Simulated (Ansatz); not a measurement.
A run of Ansatz 0.2.0 is set up as follows.

File input.yaml:

```yaml
crystal:
  lattice:
    - [6.2057, 0.0, 0.0]
    - [0.0, 6.2057, 0.0]
    - [0.0, 0.0, 6.2057]
  atoms:
    - { symbol: Cs, position: [-0.004604, -0.006344, -0.002443] }
    - { symbol: I, position: [0.505568, 0.496426, 0.007871] }
    - { symbol: I, position: [0.498343, -0.003234, 0.495961] }
    - { symbol: I, position: [0.013046, 0.502798, 0.498034] }
    - { symbol: Sn, position: [0.49958, 0.501467, 0.49721] }
hamiltonian:
  xc: pbe
  pseudopotentials: { kind: paw }
kpoints:
  mp_grid: { grid: [5, 5, 5] }
scf:
  occupations: { method: fermi_dirac, width: 0.05 }
output:
  forces: true
  stress: true
  eigenvalues: true
  write_density: true
  write_potential: true
  elf: true
  volumetric_format: npy
```

Potentials or basis: Ansatz PAW.

The run is started by

```sh
$ ansatz run input.yaml --threads 2 --pin off --max-ram 5632MiB --backend cpu --events-out ev --progress --plain --runs-dir out
```

Q: What does it give for the pressure?

A: 0.6 GPa.

Q: Estimate the largest force.

A: 0.143 eV/Å.

Q: What does it give for the band gap on the k mesh?

A: 1.72 eV, direct.

Forces on the atoms (eV/Å):
```
Cs   0.006  0.004  0.002
I    0.022 -0.001 -0.118
I    0.036  0.038  0.031
I   -0.139 -0.014  0.027
Sn   0.075 -0.027  0.057
```

Caveat: odd divisions of the mesh miss points on the zone boundary, where band edges often lie, so the gap on the mesh can be too wide; spin-orbit coupling is left out, which moves the levels of the heavy elements; the cell was measured hot, at 500 K. A k mesh can miss the band edges.
